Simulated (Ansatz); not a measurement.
# W vacancy in WC

A defect calculation: W vacancy in WC, supercell of 16 sites.

Method: DFT PBE, scalar-relativistic, plane waves, PAW, in Ansatz 0.2.0.

1 further run of the same task is left out (set aside as unsound or not needed).

## (1) The starting structure

The structure is hexagonal, space group P-6m2 (No. 187). Conventional cell: a = 2.922 Å, b = 2.922 Å, c = 2.847 Å, α = 90.00°, β = 90.00°, γ = 120.00°. Around W (site symmetry -6m2) lie 6 C at 2.21 Å. C (site symmetry -6m2) has 6 W at 2.21 Å in its first shell of neighbours.

Structure file:

```cif
data_structure
_symmetry_space_group_name_H-M 'P-6m2'
_symmetry_Int_Tables_number 187
_cell_length_a 2.9217
_cell_length_b 2.9217
_cell_length_c 2.8471
_cell_angle_alpha 90.000
_cell_angle_beta 90.000
_cell_angle_gamma 120.000
_cell_volume 21.05
loop_
_atom_site_label
_atom_site_type_symbol
_atom_site_symmetry_multiplicity
_atom_site_Wyckoff_symbol
_atom_site_fract_x
_atom_site_fract_y
_atom_site_fract_z
_atom_site_occupancy
W1 W 1 a 0.00000 0.00000 0.00000 1
C1 C 1 f 0.66667 0.33333 0.50000 1
```

It goes back to an entry of the Materials Project.

It is the result of an earlier relaxation at this level (volume 10.52 Å³/atom; gap on the mesh: none (metal)).

The perfect supercell (rows 0 0 2; 0 -2 0; 2 2 0 in vectors of this cell) was computed beforehand with the same settings: E(σ→0) = -85088.5097 eV for 16 atoms, gap none (metal).

## (2) Setting up the defect

The atom at (0.000, 0.000, 0.000) of the supercell is taken out. The other atoms start on their ideal sites. Its neighbours are 6 C at 2.21 Å.

## (3) Relaxation at the host's cell

The input, input.yaml:

```yaml
crystal:
  lattice:
    - [0.0, 0.0, 5.6942504921]
    - [2.9217348262, -5.0605931653, 0.0]
    - [2.9217348263, 5.0605931652, 0.0]
  atoms:
    - { symbol: W, position: [0.5, 0.0, 0.0] }
    - { symbol: W, position: [0.0, 0.5, 0.0] }
    - { symbol: W, position: [0.5, 0.5, 0.0] }
    - { symbol: W, position: [0.0, 0.0, 0.5] }
    - { symbol: W, position: [0.5, 0.0, 0.5] }
    - { symbol: W, position: [0.0, 0.5, 0.5] }
    - { symbol: W, position: [0.5, 0.5, 0.5] }
    - { symbol: C, position: [0.25, 0.6666666667, 0.3333333333] }
    - { symbol: C, position: [0.75, 0.6666666667, 0.3333333333] }
    - { symbol: C, position: [0.25, 0.1666666667, 0.3333333333] }
    - { symbol: C, position: [0.75, 0.1666666667, 0.3333333333] }
    - { symbol: C, position: [0.25, 0.6666666667, 0.8333333333] }
    - { symbol: C, position: [0.75, 0.6666666667, 0.8333333333] }
    - { symbol: C, position: [0.25, 0.1666666667, 0.8333333333] }
    - { symbol: C, position: [0.75, 0.1666666667, 0.8333333333] }
basis:
  ecutwfc: 420
  xc_grid: 2
kpoints:
  mp_grid: { grid: [5, 5, 5], shift: [0.0, 0.0, 0.0] }
hamiltonian:
  xc: pbe
scf:
  occupations: { method: gaussian, width: 0.1 }
output:
  forces: true
  stress: false
  eigenvalues: true
  write_density: true
  write_potential: true
  elf: true
  volumetric_format: npy
relax:
  adjacent_minimum: "off"
  f_tol: 0.025
  max_steps: 45
```

On the command line:

```sh
$ ansatz run input.yaml --threads 4 --pin off --max-ram 10240MiB --backend cpu --events-out ev --progress --plain --runs-dir out
```

Output, cut to the lines that bear on the results:

```text
Warning: RAYON_NUM_THREADS=4 ignored (pool sized by the plan → 4); use --threads N
[...]
Pseudopotentials: kind: paw
Pseudopotential: W, paw, valence charge 14, recommended cutoff 420 eV (normal), W.paw.azcp
Pseudopotential: C, paw, valence charge 4, recommended cutoff 420 eV (normal), C.paw.azcp
Functional definition: PBE
[...]
Crystal: 15 atoms, lattice volume = 168.387 Å³
Basis set: ecut = 420 eV, 3319 PW (Γ), exchange–correlation on 80×80×80 points (8 copies of the dense FFT grid, shifted against one another)
Bands: 80, of which v1, the nominal top of the filled ones, is band 65 counted from 1 (64 counted from 0)
Symmetry: 12 space group operations
Space group: P-6m2 (ITA 187), of the structure as read, at distance tolerance 5.5e-5 Å
k-points: 15 of 125 (time reversal used)
[...]
SCF iter   1: F=—  HF=-74697.040585 eV  |F-HF|=—  |Δ(HF+E_count)|=         —  Δρ=1.38e-2  dr2=5.90e-1  ethr=1.77e-3  ⟨swp⟩=6.3  Hψ=4568  notcnv=0  defer=8
[...]
relax step   1: F+E_penalty+E_count = -74696.97182760 eV  Δ(F+E_penalty+E_count) = +0.000e0 eV  max|allowed force component| = 1.254e0 eV/Å  Δτ_max = 0.0000 Å  (8 SCF iters, dr2 threshold 1.56e-5 eV, accepted)
[...]
relax step   3: F+E_penalty+E_count = -74697.58503538 eV  Δ(F+E_penalty+E_count) = -3.123e-1 eV  max|allowed force component| = 2.028e-1 eV/Å  Δτ_max = 0.0565 Å  (6 SCF iters, dr2 threshold 1.00e-4 eV, accepted)
[...]
relax step   4: F+E_penalty+E_count = -74697.58862219 eV  Δ(F+E_penalty+E_count) = -3.587e-3 eV  max|allowed force component| = 5.400e-2 eV/Å  Δτ_max = 0.0074 Å  (5 SCF iters, dr2 threshold 2.57e-6 eV, accepted)
[...]
SCF iter   2: F=—  HF=-74697.588953 eV  |F-HF|=—  |Δ(HF+E_count)|=   3.00e-5  Δρ=1.08e-4  dr2=3.56e-5  ethr=1.23e-7  ⟨swp⟩=1.4  Hψ=1386  notcnv=0
```

## (4) More of the same log: W vacancy (site a), charge +0, atoms relaxed at the host's cell

Output, continued:

```text
SCF iter   3: F=—  HF=-74697.588839 eV  |F-HF|=—  |Δ(HF+E_count)|=   1.13e-4  Δρ=2.98e-5  dr2=3.65e-6  ethr=2.74e-8  ⟨swp⟩=2.0  Hψ=1536  notcnv=0
SCF iter   4: F=—  HF=-74697.588839 eV  |F-HF|=—  |Δ(HF+E_count)|=   7.34e-7  Δρ=9.25e-6  dr2=2.59e-7  ethr=2.81e-9  ⟨swp⟩=2.0  Hψ=1598  notcnv=0
SCF iter   5: F=-74697.588839 eV  HF=-74697.588839 eV  |F-HF|=4.76e-9  |Δ(HF+E_count)|=   2.62e-8  Δρ=4.05e-6  dr2=3.01e-8  ethr=7.69e-11  ⟨swp⟩=13.9  Hψ=8792  notcnv=0
SCF 5 converged in 5 iterations: F = -74697.588839 eV  dr2 = 3.01e-8
relax step   5: F+E_penalty+E_count = -74697.58883861 eV  Δ(F+E_penalty+E_count) = -2.164e-4 eV  max|allowed force component| = 4.642e-3 eV/Å  Δτ_max = 0.0012 Å  (5 SCF iters, accepted)
SCF converged after 5 iterations
Free energy (F): -74697.588839 eV
Harris-Foulkes:  -74697.588839 eV  (|F-HF|=4.76e-9)
Internal energy: -74697.568189 eV  (E = F + TS)
E sigma→0 (E₀):  -74697.578514 eV
Entropy (-TS):   -0.020650 eV (-1.377 meV/atom)
Fermi energy:    17.775499 eV
--- Per-component energies (eV) ---
  E_band       = -713.495012
  E_kinetic    = 3857.999414
  E_local      = -6214.273269  (includes V_loc(G=0)·N_el)
  E_nonlocal   = 207.840369
  E_hartree    = 2253.116074
  E_xc         = -2254.174152
  E_vxc        = -2149.624803  (∫ρ·V_xc dr)
  E_paw        = -60725.505032  (= ΣΔE_a)
  E_vpaw       = -921.669841  (= ΣTr[D̂ρ^β])
  E_aug_tail   = -0.000386  (compensation charges beyond the density's cutoff)
  E_ewald      = -11822.571207
  E_smearing   = -0.020650  (= −TS)
  E_closure    = 0.000000  (closes the sum)
  Σ components = -74697.588839   (vs F -74697.588839, Δ=0.00e0)
--- Forces (eV/Å), atoms counted from 1 ---
  atom   1  W     -0.00000000    -0.00000000     0.00000000
  atom   2  W     -0.00009856    -0.00005691    -0.00000000
  atom   3  W     -0.00390105    -0.00225227    -0.00000000
  atom   4  W      0.00009856    -0.00005691     0.00000000
  atom   5  W      0.00390105    -0.00225227     0.00000000
  atom   6  W      0.00000000     0.00011381     0.00000000
  atom   7  W      0.00000000     0.00450455     0.00000000
  atom   8  C      0.00000000     0.00000000    -0.00464219
  atom   9  C      0.00000000     0.00000000     0.00464219
  atom  10  C     -0.00024917    -0.00014386     0.00058445
  atom  11  C     -0.00024917    -0.00014386    -0.00058445
  atom  12  C      0.00024917    -0.00014386     0.00058445
  atom  13  C      0.00024917    -0.00014386    -0.00058445
  atom  14  C      0.00000000     0.00028771     0.00058445
  atom  15  C      0.00000000     0.00028771    -0.00058445
  max |Σ_I F_I| component: 2.66e-16 eV/Å
--- Band table (eV; the first three rows and the last of 15) ---
  k-point 0: bands = ["-56.4882", "-56.4447", "-56.4447", "-56.1159", "-56.0728", "-56.0728", "-55.8722", "-21.1295", "-21.0292", "-20.9796", "-20.9796", "-20.9038", "-20.9038", "-20.8252", "-20.7349", "-20.7349", "-20.6451", "-20.4307", "-20.4307", "-20.2840", "-20.2087", "-20.1942", "-20.1942", "-20.1885", "-20.1885", "-20.0291", "-19.9656", "-19.9656", "3.6972", "6.4342", "6.9635", "6.9635", "6.9709", "7.1838", "7.1838", "7.5695", "9.7539", "11.0120", "11.0120", "11.0947", "11.9665", "11.9665", "12.1021", "13.3744", "13.7487", "13.7487", "13.8017", "13.9210", "13.9210", "14.1046", "14.1860", "14.2181", "14.2181", "14.9369", "14.9369", "15.3494", "15.3494", "16.9384", "16.9384", "17.0244", "17.2581", "17.2581", "17.4561", "17.9895", "18.1544", "18.3672", "18.3672", "19.1061", "19.1061", "19.9298", "20.4525", "20.4525", "21.5598", "21.8213", "22.1627", "22.1627", "22.2512", "22.3341", "22.3341", "22.4040"]
  k-point 1: bands = ["-56.4852", "-56.4478", "-56.4447", "-56.1120", "-56.0762", "-56.0728", "-55.8727", "-21.0848", "-21.0190", "-20.9681", "-20.9497", "-20.9138", "-20.9038", "-20.7800", "-20.6942", "-20.6810", "-20.6654", "-20.4904", "-20.4408", "-20.2758", "-20.2468", "-20.2328", "-20.2013", "-20.1942", "-20.1816", "-20.0325", "-20.0309", "-19.9804", "3.9345", "6.4973", "6.5311", "6.9777", "7.0814", "7.1864", "7.2608", "7.4976", "10.0030", "11.0911", "11.2109", "11.3032", "12.0506", "12.1980", "12.2720", "12.5242", "12.9036", "13.8244", "13.8494", "14.1094", "14.1554", "14.3070", "14.3225", "14.7038", "14.8998", "14.9937", "15.0782", "15.1472", "15.4234", "16.5963", "16.6624", "16.7885", "17.0566", "17.0852", "17.4088", "17.4137", "17.5531", "17.8885", "18.1134", "19.1729", "19.1766", "19.6795", "20.4013", "20.8892", "21.2267", "21.4726", "21.9038", "21.9252", "22.1974", "22.2594", "22.3290", "22.4761"]
  k-point 2: bands = ["-56.4787", "-56.4543", "-56.4447", "-56.1028", "-56.0847", "-56.0728", "-55.8735", "-21.0257", "-20.9958", "-20.9369", "-20.9038", "-20.8939", "-20.8821", "-20.7216", "-20.6989", "-20.6296", "-20.5982", "-20.5259", "-20.4555", "-20.3495", "-20.3450", "-20.2564", "-20.2188", "-20.1942", "-20.1710", "-20.1570", "-20.0337", "-20.0088", "4.5550", "5.6551", "6.7453", "6.9986", "7.1355", "7.1704", "7.3457", "7.3983", "10.6250", "11.2560", "11.3793", "11.7630", "11.8176", "12.2513", "12.2995", "12.6009", "12.6314", "13.3451", "14.1617", "14.2289", "14.4205", "14.5052", "14.6263", "14.7288", "14.7488", "15.1827", "15.4304", "15.5123", "15.6900", "15.9347", "16.3402", "16.3643", "16.4682", "16.6521", "16.7263", "16.8474", "17.1175", "17.8475", "17.8616", "19.0516", "19.2746", "19.4737", "20.0900", "20.3764", "20.5899", "20.9239", "21.7143", "21.8020", "22.2267", "22.2748", "22.4500", "22.6169"]
  k-point 14: bands = ["-56.4749", "-56.4563", "-56.4439", "-56.0984", "-56.0902", "-56.0741", "-55.8738", "-20.9718", "-20.8890", "-20.8682", "-20.7947", "-20.7579", "-20.7228", "-20.7205", "-20.6555", "-20.6458", "-20.5323", "-20.5028", "-20.4764", "-20.4525", "-20.4431", "-20.4308", "-20.3929", "-20.3727", "-20.2207", "-20.1272", "-20.0468", "-20.0354", "5.6400", "5.9187", "6.3052", "6.4520", "6.6583", "7.1424", "7.4353", "7.5245", "11.6064", "12.0582", "12.0992", "12.2768", "12.3938", "12.6227", "12.7690", "12.9939", "13.0990", "13.3241", "13.3440", "13.4862", "13.5665", "13.8491", "14.0194", "14.1287", "14.4068", "14.5389", "14.8354", "15.0545", "15.2581", "15.4318", "15.7220", "16.0261", "16.1177", "16.5351", "16.7325", "16.9586", "17.5875", "18.2621", "18.3765", "18.6359", "19.0723", "19.3740", "19.7386", "20.4968", "20.7241", "21.1949", "21.3296", "21.5409", "21.6928", "22.1353", "22.2038", "22.5518"]
--- Relaxed structure (5 steps of the walk, 5 accepted, 0 SCFs on fresh bases) ---
  F+E_penalty+E_count = -74697.58883861 eV   max|allowed force component| = 4.642e-3 eV/Å
  atoms:
    - { symbol: W, position: [0.5000000000000001, -2.37053015388005e-17, 5.298998519366003e-18] }
    - { symbol: W, position: [-4.68371096598235e-19, 0.4947308483726535, -0.010538303254693099] }
    - { symbol: W, position: [0.5000000000000001, 0.5004865890960729, 0.0009731781921457905] }
    - { symbol: W, position: [-1.682094803162358e-19, 0.010538303254693154, 0.5052691516273466] }
    - { symbol: W, position: [0.5000000000000001, -0.0009731781921458738, 0.4995134109039272] }
    - { symbol: W, position: [-3.1829028845372665e-19, 0.4947308483726535, 0.5052691516273466] }
    - { symbol: W, position: [0.5000000000000001, 0.5004865890960729, 0.4995134109039271] }
    - { symbol: C, position: [0.23552220444712013, 0.6666666666666666, 0.3333333333333333] }
    - { symbol: C, position: [0.76447779555288, 0.6666666666666666, 0.3333333333333333] }
    - { symbol: C, position: [0.260344981932183, 0.1742528923053791, 0.3485057846107583] }
    - { symbol: C, position: [0.739655018067817, 0.1742528923053791, 0.3485057846107583] }
    - { symbol: C, position: [0.260344981932183, 0.6514942153892418, 0.8257471076946211] }
    - { symbol: C, position: [0.739655018067817, 0.6514942153892418, 0.8257471076946211] }
    - { symbol: C, position: [0.260344981932183, 0.17425289230537905, 0.825747107694621] }
    - { symbol: C, position: [0.739655018067817, 0.17425289230537905, 0.825747107694621] }
```

Wall time 41 s (4 threads of Intel Xeon Platinum 8488C (Sapphire Rapids), shared host); peak memory 0.69 GiB.

Relaxation path:

| step | energy from step 1 (eV/cell) | largest force component (eV/Å) |
| --- | --- | --- |
| 1 | 0.0000 | 1.2539 |
| 2 | -0.3009 | 1.9581 |
| 3 | -0.6132 | 0.2028 |
| 4 | -0.6168 | 0.0540 |
| 5 | -0.6170 | 0.0046 |

Step 1 is the start.

The largest move, 0.10 Å, is shared by several atoms, C10 among them.

The maps below use the cell's axes, with the origin moved to put the defect at the centre.

Density in a lattice plane of the grid's cell (edges 5.69 and 5.84 Å, at 0.499 of the third edge), which holds W.

Ten even steps from ' ' (0.02 e/Å³) to '@' (5.30 e/Å³):
```
@@@@**::        ::++%%@@@@@@**::        ::++%%@@
##++--..        ..::++**##++::..        ..::++##
::....              ..::::....            ....::
                                                
                                                
                                                
::....                                    ....::
##++::..                                ..::==**
@@@@**::                                ::++%%@@
##@@##--                                ::**@@##
@@@@**::                                ::++%%@@
##++--..                                ..::++##
::....                                    ....::
                                                
                                                
                                                
::....              ..::::....            ....::
##++--..        ..::==****++::..        ..::==**
@@@@**::        ::++%%@@@@@@++::        ::++%%@@
##@@##--..    ..::**@@%%##@@##--..      ::**@@##
```
Columns run along the first of these edges and rows up along the second, over one cell in 24 and 20 even steps from the bottom left corner. Atoms in the plane (fractional): W at (0.98, 0.50), W at (0.48, 0.01), W at (0.98, 1.00).

ELF in the same plane.

Ten even steps from '0' (0.01) to '9' (0.73):
```
588523434896589523424885
996335533599996335532589
543367763345543357764335
234689986321123589986432
445799987421124689997644
234689876421124678987433
543357764210012457764345
996334432100001234433589
589522221000000122225885
059732211000000112226960
589522221000000122225885
996334432100001234433589
543357764210012456764345
234689876421124678987432
445799987421124689997644
234689986321123589987432
543367763235543357764335
986335533599996335532589
588523434896589523424885
059623335971069633325960
```
Columns run along the first of these edges and rows up along the second, over one cell in 24 and 20 even steps from the bottom left corner. Atoms in the plane (fractional): W at (0.98, 0.50), W at (0.48, 0.01), W at (0.98, 1.00).

Both are smooth fields of the valence electrons: close to the nuclei they are not physical.

The highest ELF values outside the cores: 0.84 beside C, off the lines to its neighbours, 0.8 Å from C; 0.82 in the shell around C, 0.7 Å from C; 0.82 on the C–W line, 0.7 Å from C.

## (5) Changing settings: hubbard.sites [{species: W, l: d, u_eff: 8.0}], hubbard.double_counting amf, occupations.method methfessel_paxton, occupations.width 0.005

The input, input.yaml:

```yaml
crystal:
  lattice:
    - [0.0, 0.0, 5.6942504921]
    - [2.9217348262, -5.0605931653, 0.0]
    - [2.9217348263, 5.0605931652, 0.0]
  atoms:
    - { symbol: W, position: [0.5, 0.0, 0.0] }
    - { symbol: W, position: [0.0, 0.4947308484, -0.0105383033] }
    - { symbol: W, position: [0.5, 0.5004865891, 0.0009731782] }
    - { symbol: W, position: [0.0, 0.0105383033, 0.5052691516] }
    - { symbol: W, position: [0.5, -0.0009731782, 0.4995134109] }
    - { symbol: W, position: [0.0, 0.4947308484, 0.5052691516] }
    - { symbol: W, position: [0.5, 0.5004865891, 0.4995134109] }
    - { symbol: C, position: [0.2355222044, 0.6666666667, 0.3333333333] }
    - { symbol: C, position: [0.7644777956, 0.6666666667, 0.3333333333] }
    - { symbol: C, position: [0.2603449819, 0.1742528923, 0.3485057846] }
    - { symbol: C, position: [0.7396550181, 0.1742528923, 0.3485057846] }
    - { symbol: C, position: [0.2603449819, 0.6514942154, 0.8257471077] }
    - { symbol: C, position: [0.7396550181, 0.6514942154, 0.8257471077] }
    - { symbol: C, position: [0.2603449819, 0.1742528923, 0.8257471077] }
    - { symbol: C, position: [0.7396550181, 0.1742528923, 0.8257471077] }
basis:
  ecutwfc: 420
  xc_grid: 2
kpoints:
  mp_grid: { grid: [5, 5, 5], shift: [0.0, 0.0, 0.0] }
hamiltonian:
  xc: pbe
  hubbard: { sites: [{ species: W, l: d, u_eff: 8.0 }], double_counting: amf }
scf:
  occupations: { method: methfessel_paxton, width: 0.005 }
output:
  forces: true
  eigenvalues: true
```

On the command line:

```sh
$ ansatz run input.yaml --threads 4 --pin off --max-ram 10240MiB --backend cpu --events-out ev --progress --plain --runs-dir out
```

Output, cut to the lines that bear on the results:

```text
Warning: RAYON_NUM_THREADS=4 ignored (pool sized by the plan → 4); use --threads N
W: projections on atomic orbitals take those of the free atom [Kr 4d10 4f14] 5s2 5p6 5d4 6s2, of charge +0.00 (hamiltonian.pseudopotentials.projection_atoms); the dataset's partial waves leave at most 6.5e-5 of an orbital's norm unspanned inside its sphere
C: projections on atomic orbitals take those of the free atom [He] 2s2 2p2, of charge +0.00 (hamiltonian.pseudopotentials.projection_atoms); the dataset's partial waves leave at most 3.7e-9 of an orbital's norm unspanned inside its sphere
[...]
[... 4 set-up lines as earlier in the session ...]
[...]
Crystal: 15 atoms, lattice volume = 168.387 Å³
[...]
Stability not checked: this state was not tested for a lower state beside it, because cold or Methfessel-Paxton smearing, or corrected tetrahedra, fill the levels in a way that the test cannot read (fill_not_monotonic; see scf.lower_state_search)
Free energy (F): -74698.214220 eV
[...]
E sigma→0 (E₀):  -74698.214205 eV
Entropy (-TS):   -0.000058 eV (-0.004 meV/atom)
Fermi energy:    17.807870 eV
[...]
DFT+U double counting: amf (around mean field; hamiltonian.hubbard.double_counting)
--- Forces (eV/Å), atoms counted from 1 ---
  atom   1  W     -0.00000000    -0.00000000     0.00000000
  atom   2  W      0.13950802     0.08054499     0.00000000
  atom   3  W      0.21982668     0.12691699     0.00000000
  atom   4  W     -0.13950802     0.08054499     0.00000000
  atom   5  W     -0.21982668     0.12691699    -0.00000000
  atom   6  W     -0.00000000    -0.16108999     0.00000000
  atom   7  W     -0.00000000    -0.25383398     0.00000000
  atom   8  C      0.00000000    -0.00000000     0.30901295
[...]
--- Band table (eV; the first three rows and the last of 15) ---
[...]
Occupation matrices written to <dir>
```

Wall time 7.1 s (4 threads of Intel Xeon Platinum 8488C (Sapphire Rapids), shared host); peak memory 0.74 GiB.

| run | ending | energy change | gap (eV) | force (eV/Å) | cycles | time |
| --- | --- | --- | --- | --- | --- | --- |
| step 3 | converged | 0 | 0.00 | 0.00 | - | 41 s |
| variant | converged | -42.4 meV/atom (σ→0) (Hubbard term changed: no physical gain or loss) | 0.00 | 0.31 | 13 | 7.1 s |

Changing the Hubbard U, double counting of the Hubbard term and smearing moves the energy by -42.4 meV/atom (σ→0 values), and the largest force goes from 0.00 to 0.31 eV/Å. The U term adds an energy of its own, so the shift says nothing about which run is better.

## (6) Putting the energies together

| charge | E(defect cell) - E(host) (eV) | formation energy (eV) | moment over the host's (μB) | largest move (Å) | neighbours |
| --- | --- | --- | --- | --- | --- |
| 0 | 10390.931 | 6.11 | 0.00 | 0.10 | 6 C at 2.30 Å, 1 W at 2.85 Å, 3 W at 2.92 Å |

Atoms are taken from and returned to the elements' standard states: W -10384.825 eV an atom at this level.

## (7) Summary of results

```
                                                                                                                                                                    quantity                                                          value
                                                                                                                                                   formation energy, neutral                                                        6.11 eV
                                                                                                                  nearest atoms after relaxation, one image of each, neutral                    6 C at 2.30 Å, 1 W at 2.85 Å, 3 W at 2.92 Å
step 5, run with hubbard.sites [{species: W, l: d, u_eff: 8.0}], hubbard.double_counting amf, occupations.method methfessel_paxton, occupations.width 0.005 (against step 3)  -42.4 meV/atom; the largest force goes from 0.00 to 0.31 eV/Å
```

**Reading.** The neutral defect costs 6.11 eV against the elements. With elemental W as the reservoir this is the highest cost; W-poor conditions lower it. Spin polarisation was off in the neutral run, so a moment could not show there. A cell of 16 sites leaves finite-size errors of tenths of an eV, or more where the defect fills or empties host bands. A distortion of lower symmetry was not tried. Spin-orbit coupling is left out for W.
